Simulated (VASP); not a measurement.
# WSe2 in VASP: notebook, part 2 of 2

VASP 6.6.1. Earlier steps stand in the parts before.

### Step 3. Relaxation of cell and atoms, PBE+D3(BJ)

This run uses another cell than the first one: it holds 3 atoms, not 6.

Input file INCAR:

```
SYSTEM = WSe2
PREC = Accurate
ENCUT = 600
EDIFF = 1E-6
ISMEAR = 0
SIGMA = 0.03
LREAL = .FALSE.
LASPH = .TRUE.
NELM = 80
ALGO = Normal
ISIF = 3
LWAVE = .FALSE.
LCHARG = .FALSE.
GGA = PE
IVDW = 12
IBRION = 2
NSW = 90
EDIFFG = -0.01
LATTICE_CONSTRAINTS = .TRUE. .TRUE. .FALSE.
KPAR = 4
```

Input file KPOINTS:

```
Automatic mesh
0
G
  12 12 1
  0 0 0
```

Input file POSCAR:

```
WSe2
1.0
    3.2900000000      0.0000000000      0.0000000000
   -1.6450000000      2.8492235800      0.0000000000
    0.0000000000      0.0000000000     21.3462600000
Se W
2 1
Direct
    0.3333333300      0.6666666700      0.4216195200
    0.3333333300      0.6666666700      0.5783804800
    0.6666666700      0.3333333300      0.5000000000
```

Potentials or basis: VASP PAW PBE potentials, release 64 (Se, W_sv).

Launch:

```
$ cat potpaw_PBE.64/Se/POTCAR potpaw_PBE.64/W_sv/POTCAR > POTCAR
$ mpirun -np 4 vasp_std > vasp.out
```

OUTCAR:

```text
SYSTEM = WSe2
   PREC = Accurate
   ENCUT = 600
   EDIFF = 1E-6
   ISMEAR = 0
   LREAL = .FALSE.
   LASPH = .TRUE.
   NELM = 80
   ISIF = 3
   GGA = PE
   IVDW = 12
   IBRION = 2
   NSW = 90
   EDIFFG = -0.01
 IVDW          = 12

 ion  position               nearest neighbor table
   1  0.333  0.667  0.422-   3 2.53   3 2.53   3 2.53
   2  0.333  0.667  0.578-   3 2.53   3 2.53   3 2.53
   3  0.667  0.333  0.500-   1 2.53   2 2.53   1 2.53   2 2.53   1 2.53   2 2.53

  LATTYP: Found a hexagonal cell.
 ALAT       =     3.2900000000
 C/A-ratio  =     6.4882249240

  Lattice vectors:

 A1 = (   3.2900000000,   0.0000000000,   0.0000000000)
 A2 = (  -1.6450000000,   2.8492235800,   0.0000000000)
 A3 = (   0.0000000000,   0.0000000000,  21.3462600000)

Analysis of symmetry for initial positions (statically):
=====================================================================
 Subroutine PRICEL returns:
 Original cell was already a primitive cell.

 Routine SETGRP: Setting up the symmetry group for a
 hexagonal supercell.

 Subroutine GETGRP returns: Found 12 space group operations
 (whereof 12 operations were pure point group operations)
 out of a pool of 24 trial point group operations.

The static configuration has the point symmetry D_3h.

Analysis of symmetry for dynamics (positions and initial velocities):
=====================================================================
 Subroutine PRICEL returns:
 Original cell was already a primitive cell.

 Routine SETGRP: Setting up the symmetry group for a
 hexagonal supercell.

 Subroutine GETGRP returns: Found 12 space group operations
 (whereof 12 operations were pure point group operations)
 out of a pool of 24 trial point group operations.

The dynamic configuration has the point symmetry D_3h.

 Subroutine INISYM returns: Found 12 space group operations
 (whereof 12 operations are pure point group operations),
 and found     1 'primitive' translations

----------------------------------------------------------------------------------------
[... 88 lines left out ...]
   NELM   =     80;   NELMIN=  2; NELMDL= -5     # of ELM steps
   EDIFF  = 0.1E-05   stopping-criterion for ELM
   LREAL  =      F    real-space projection
   EDIFFG = -.1E-01   stopping-criterion for IOM
   NSW    =     90    number of steps for IOM
   IBRION =      2    ionic relax: 0-MD 1-quasi-New 2-CG
   NFREE  =      1    steps in history (QN), initial steepest desc. (CG)
   ISIF   =      3    stress and relaxation
   ISYM   =      2    0-nonsym 1-usesym 2-fastsym
   POTIM  = 0.5000    time-step for ionic-motion
   TEBEG  =    0.0;   TEEND  =   0.0 temperature during run
   PSTRESS=    0.0 pullay stress
   NELECT =      26.0000    total number of electrons
   NUPDOWN=      -1.0000    fix difference up-down
   EMIN   =  10.00;   EMAX   =-10.00  energy-range for DOS
   EFERMI =   0.00;   METHOD = LEGACY
   ISMEAR =     0;   SIGMA  =   0.03  broadening in eV -4-tet -1-fermi 0-gaus
   EFERMI_NEDOS =   21; number of points for ismear=-14 and -15
   IALGO  =     38    algorithm
   IMIX   =      4    mixing-type and parameters
     AMIX     =   0.40;   BMIX     =  1.00
     AMIX_MAG =   1.60;   BMIX_MAG =  1.00
  volume/ion in A,a.u.               =      66.70       450.11
  Fermi-wavevector in a.u.,A,eV,Ry     =   0.829185  1.566932  9.354645  0.687547
  Thomas-Fermi vector in A             =   1.941688
   LORBIT       =      0    0 simple, 1 ext, 2 COOP (PROOUT), +10 PAW based schemes
   GGA     = PE    functional components
   LHFCALC =     F    Hartree Fock is set to
   AEXX    =    0.0000 exact exchange contribution
   IVDW    =    12    specifies the selected vdW correction
   LEPSILON=     F    determine dielectric tensor
   LRPA    =     F    only Hartree local field effects (RPA)
 conjugate gradient relaxation of ions
 non-spin polarized calculation
 Gauss-broadening in eV      SIGMA  =   0.03
  energy-cutoff  :      600.00
  volume of cell :      200.10
 maximum number of plane-waves:      6749
 NGX is ok and might be reduce to    28

--------------------------------------- Ionic step        1  -------------------------------------------

 number of electron      26.0000000 magnetization

 Free energy of the ion-electron system (eV)
  ---------------------------------------------------
  ext. energy  EPLUGINS =         0.00000000
  ---------------------------------------------------
  free energy    TOTEN  =       -21.60942993 eV

  energy without entropy =      -21.60942993  energy(sigma->0) =      -21.60942993

------------------------ aborting loop because EDIFF is reached ----------------------------------------

 Edisp (eV)   -1.01247

 E8    (eV) :    -0.4806
[... 155 lines left out ...]
--------------------------------------- Ionic step        5  -------------------------------------------

 number of electron      26.0000001 magnetization

 Free energy of the ion-electron system (eV)
  ---------------------------------------------------
  ext. energy  EPLUGINS =         0.00000000
  ---------------------------------------------------
  free energy    TOTEN  =       -21.61348899 eV

  energy without entropy =      -21.61348899  energy(sigma->0) =      -21.61348899

 E-fermi :  -1.3897     XC(G=0):  -3.7832

 val. band max:       -1.7033500080   @ k =   0.3333   0.3333   0.0000
 cond. band min:      -0.0556401539   @ k =   0.1667   0.1667   0.0000
 fundamental gap:      1.6477098541
 Fermi energy:        -1.3896789945

 k-point     1 :       0.0000    0.0000    0.0000
  band No.  band energies     occupation
      1     -75.7485      2.00000
      2     -39.9913      2.00000
      3     -39.8590      2.00000
      4     -39.8590      2.00000
      5     -16.5008      2.00000
      6     -15.2656      2.00000
[... 403 lines left out ...]
  FREE ENERGIE OF THE ION-ELECTRON SYSTEM (eV)
  ---------------------------------------------------
  free  energy   TOTEN  =       -22.6247023783 eV

  energy  without entropy=      -22.6247023783  energy(sigma->0) =      -22.62470238

 reached required accuracy - stopping structural energy minimisation
```

Run time: 1.9 min. Hardware: 4 MPI ranks of Intel Xeon Platinum 8259CL at 2.50GHz (Skylake/Cascade Lake), shared host; peak memory 0.46 GiB.

Results:

| Property | Result |
| --- | --- |
| Free energy | -22.6247 eV |
| Relaxed volume | 66.59 Å³/atom |
| Relaxed cell | a = 3.287 Å, b = 3.287 Å, c = 21.346 Å, α = 90.00°, β = 90.00°, γ = 120.00° |
| Space group after relaxing (to 0.05 Å) | P-6m2 (No. 187) |
| Energy gained by relaxing | 0.9 meV/atom |
| Ionic steps | 5 |
| Largest force after relaxing | 0.003 eV/Å |
| Band gap on the k mesh | 1.65 eV, indirect (least direct gap 1.67 eV) |
| Dispersion energy per atom | -0.337 eV |

Forces in eV/Å, atoms in the order of the input:
```
Se   0.000  0.000 -0.003
Se   0.000  0.000  0.003
W    0.000  0.000  0.000
```

Step by step:
```
step  energy change (eV)  largest force (eV/Å)  pressure (GPa)  volume (Å³)
   1              0.0000                0.2215            0.30       200.10
   2             -0.0013                0.0373           -0.25       201.41
   3             -0.0019                0.0564           -0.05       200.93
   4             -0.0027                0.0188           -0.01       200.11
   5             -0.0028                0.0033            0.00       199.76
```

Final structure:
```
Se W
1.0
     3.28725    0.00000    0.00000
    -1.64363    2.84684    0.00000
     0.00000    0.00000   21.34626
Se W
2 1
Direct
  0.33333 0.66667 0.42099
  0.33333 0.66667 0.57901
  0.66667 0.33333 0.50000
```

Caveat: spin-orbit coupling is left out, which moves the levels of the heavy elements. PBE gaps usually lie below the measured ones, often by a third to a half.

### Step 4. Relaxation of cell and atoms, PBE+D3(BJ)

This run uses another cell than the first one: it holds 3 atoms, not 6.

INCAR: that of step 3 with these lines changed.

```diff
@@ -3,3 +3,3 @@
 ENCUT = 600
-EDIFF = 1E-6
+EDIFF = 1E-7
 ISMEAR = 0
@@ -17,3 +17,3 @@
 NSW = 90
-EDIFFG = -0.01
+EDIFFG = -0.005
 LATTICE_CONSTRAINTS = .TRUE. .TRUE. .FALSE.
```

KPOINTS is that of step 3.

Input file POSCAR:

```
WSe2                                    
1.0
    3.2872502710      0.0000000000      0.0000000000
   -1.6436251355      2.8468422449      0.0000000000
    0.0000000000      0.0000000000     21.3462600000
  Se              W             
     2     1
Direct
     0.3333333300000021    0.6666666699999979    0.4209905796683632
     0.3333333300000021    0.6666666699999979    0.5790094203316367
     0.6666666699999979    0.3333333300000021    0.5000000000000000
```

Launch:

```
$ cat potpaw_PBE.64/Se/POTCAR potpaw_PBE.64/W_sv/POTCAR > POTCAR
$ mpirun -np 4 vasp_std > vasp.out
```

Run time: 49 s. Hardware: 4 MPI ranks of Intel Xeon Platinum 8259CL at 2.50GHz (Skylake/Cascade Lake), shared host; peak memory 0.44 GiB.

It converged, with:

```
Free energy                : -22.6247 eV
Band gap on the k mesh     : 1.65 eV, indirect (least direct gap 1.67 eV)
Dispersion energy per atom : -0.337 eV
```

Forces on the atoms (eV/Å):
```
Se   0.000  0.000 -0.003
Se   0.000  0.000  0.003
W    0.000  0.000  0.000
```

Final structure:
```
Se W
1.0
     3.28725    0.00000    0.00000
    -1.64363    2.84684    0.00000
     0.00000    0.00000   21.34626
Se W
2 1
Direct
  0.33333 0.66667 0.42099
  0.33333 0.66667 0.57901
  0.66667 0.33333 0.50000
```

Levels at points of the mesh, in eV from the valence-band top:
```csv
k point,band 9,band 10,band 11,band 12,band 13,band 14,band 15,band 16,band 17
"(0.00, 0.00, 0.00)",-2.29,-2.26,-1.16,-1.16,-0.43,2.98,2.98,3.14,3.14
"(0.50, 0.00, 0.00)",-4.19,-2.95,-2.21,-1.02,-0.87,2.47,2.79,3.71,4.41
```

Caveat: the relaxation stopped at its first step, so nothing moved; spin-orbit coupling is left out, which moves the levels of the heavy elements.

### Step 5. Relaxation of cell and atoms, PBE+D3(BJ)

This run uses another cell than the first one, of 43.48 Å³/atom, 1.003 times its volume.

Input file INCAR:

```
SYSTEM = WSe2
  PREC = Accurate
  ENCUT = 600
  EDIFF = 1E-6
  ISMEAR = 0
  SIGMA = 0.03
  LREAL = .False.
  LASPH = .True.
  NELM = 80
  ALGO = Normal
  ISIF = 3
  LWAVE = .False.
  LCHARG = .False.
  GGA = PE
  IVDW = 12
  IBRION = 2
  NSW = 90
  EDIFFG = -0.01
  LATTICE_CONSTRAINTS = .TRUE. .TRUE. .FALSE.
  KPAR = 8
```

Input file KPOINTS:

```
Automatic mesh
0
Gamma
  12 12 1
  0 0 0
```

Input file POSCAR:

```
WSe2
1.0
    3.2900000000      0.0000000000      0.0000000000
   -1.6450000000      2.8492235800      0.0000000000
    0.0000000000      0.0000000000     27.8312600000
Se W
4 2
Direct
    0.3333333300      0.6666666700      0.3233773800
    0.3333333300      0.6666666700      0.4436112500
    0.6666666700      0.3333333300      0.5563887500
    0.6666666700      0.3333333300      0.6766226200
    0.6666666700      0.3333333300      0.3834943200
    0.3333333300      0.6666666700      0.6165056800
```

Potentials or basis: VASP PAW PBE potentials, release 64 (Se, W_sv).

Launch:

```
$ cat potpaw_PBE.64/Se/POTCAR potpaw_PBE.64/W_sv/POTCAR > POTCAR
$ mpirun -np 8 vasp_std > vasp.out
```

OUTCAR:

```text
SYSTEM = WSe2
   PREC = Accurate
   ENCUT = 600
   EDIFF = 1E-6
   ISMEAR = 0
   LREAL = .False.
   LASPH = .True.
   NELM = 80
   ISIF = 3
   GGA = PE
   IVDW = 12
   IBRION = 2
   NSW = 90
   EDIFFG = -0.01
 IVDW          = 12

 ion  position               nearest neighbor table
   1  0.333  0.667  0.323-   5 2.53   5 2.53   5 2.53
   2  0.333  0.667  0.444-   5 2.53   5 2.53   5 2.53
   3  0.667  0.333  0.556-   6 2.53   6 2.53   6 2.53
   4  0.667  0.333  0.677-   6 2.53   6 2.53   6 2.53
   5  0.667  0.333  0.383-   2 2.53   2 2.53   2 2.53   1 2.53   1 2.53   1 2.53
   6  0.333  0.667  0.617-   3 2.53   3 2.53   3 2.53   4 2.53   4 2.53   4 2.53

  LATTYP: Found a hexagonal cell.
 ALAT       =     3.2900000000
 C/A-ratio  =     8.4593495441

  Lattice vectors:

 A1 = (   3.2900000000,   0.0000000000,   0.0000000000)
 A2 = (  -1.6450000000,   2.8492235800,   0.0000000000)
[... 310 lines left out ...]

[... ionic steps 4 to 11 ...]

--------------------------------------- Ionic step       12  -------------------------------------------

 number of electron      52.0000001 magnetization

------------------------ aborting loop because EDIFF is reached ----------------------------------------
[... 83 lines left out ...]
--------------------------------------- Ionic step       14  -------------------------------------------

 number of electron      52.0000001 magnetization

 Free energy of the ion-electron system (eV)
  ---------------------------------------------------
  ext. energy  EPLUGINS =         0.00000000
  ---------------------------------------------------
  free energy    TOTEN  =       -43.16112748 eV

  energy without entropy =      -43.16112748  energy(sigma->0) =      -43.16112748

 E-fermi :   0.4481     XC(G=0):  -5.4073

 val. band max:        0.2351049128   @ k =   0.0000   0.0000   0.0000
 cond. band min:       1.5150136972   @ k =   0.1667   0.1667   0.0000
 fundamental gap:      1.2799087844
 Fermi energy:         0.4481276826

 k-point     1 :       0.0000    0.0000    0.0000
  band No.  band energies     occupation
      1     -73.9417      2.00000
      2     -73.9417      2.00000
      3     -38.1866      2.00000
      4     -38.1865      2.00000
      5     -38.0529      2.00000
      6     -38.0529      2.00000
[... 672 lines left out ...]
  FREE ENERGIE OF THE ION-ELECTRON SYSTEM (eV)
  ---------------------------------------------------
  free  energy   TOTEN  =       -45.5778935246 eV

  energy  without entropy=      -45.5778935246  energy(sigma->0) =      -45.57789352

 reached required accuracy - stopping structural energy minimisation
```

It took 6 min on 8 MPI ranks of Intel Xeon Platinum 8488C (Sapphire Rapids), shared host; peak memory 0.62 GiB.

Results:

| Property | Result |
| --- | --- |
| Free energy | -45.5779 eV |
| Relaxed volume | 43.34 Å³/atom |
| Relaxed cell | a = 3.285 Å, b = 3.285 Å, c = 27.831 Å, α = 90.00°, β = 90.00°, γ = 120.00° |
| Space group after relaxing (to 0.05 Å) | P-3m1 (No. 164) |
| Energy gained by relaxing | 1.3 meV/atom |
| Ionic steps | 14 |
| Largest force after relaxing | 0.007 eV/Å |
| Band gap on the k mesh | 1.28 eV, indirect (least direct gap 1.62 eV) |
| Dispersion energy per atom | -0.403 eV |

Forces on the atoms (eV/Å):
```
Se   0.000  0.000 -0.006
Se   0.000  0.000  0.007
Se   0.000  0.000 -0.007
Se   0.000  0.000  0.006
W    0.000  0.000 -0.002
W    0.000  0.000  0.002
```

Step by step:
```csv
step,energy change (eV),largest force (eV/Å),pressure (GPa),volume (Å³)
1,0.0000,0.2373,0.30,260.89
2,-0.0041,0.0186,-0.31,261.66
3,-0.0042,0.0490,-0.22,261.54
4,-0.0063,0.0134,-0.05,259.84
5,-0.0063,0.0130,-0.06,259.81
6,-0.0064,0.0128,-0.05,259.81
7,-0.0065,0.0132,-0.05,259.81
8,-0.0067,0.0177,-0.03,259.82
9,-0.0071,0.0186,-0.01,259.83
10,-0.0076,0.0255,0.04,259.85
11,-0.0071,0.0660,0.14,259.90
12,-0.0077,0.0359,0.06,259.86
13,-0.0077,0.0242,0.04,259.94
14,-0.0078,0.0067,0.01,260.07
```

Final structure:
```yaml
crystal:
  lattice:
    - [3.28482, 0.00000, 0.00000]
    - [-1.64241, 2.84474, 0.00000]
    - [0.00000, 0.00000, 27.83126]
  atoms:
    - { symbol: Se, position: [0.33333, 0.66667, 0.32430] }
    - { symbol: Se, position: [0.33333, 0.66667, 0.44546] }
    - { symbol: Se, position: [0.66667, 0.33333, 0.55454] }
    - { symbol: Se, position: [0.66667, 0.33333, 0.67570] }
    - { symbol: W, position: [0.66667, 0.33333, 0.38489] }
    - { symbol: W, position: [0.33333, 0.66667, 0.61511] }
```

Levels at points of the mesh, in eV from the valence-band top:
```
           k point  band 22  band 23  band 24  band 25  band 26  band 27  band 28  band 29  band 30  band 31
(0.00, 0.00, 0.00)    -1.33    -1.29    -1.29    -0.73     0.00     2.80     2.80     2.85     2.85     2.95
(0.50, 0.00, 0.00)    -2.31    -1.22    -1.14    -1.10    -0.95     2.33     2.35     2.56     2.76     3.29
```

Caveat: spin-orbit coupling is left out, which moves the levels of the heavy elements. A hybrid or GW would open this gap; PBE tends to underestimate it.
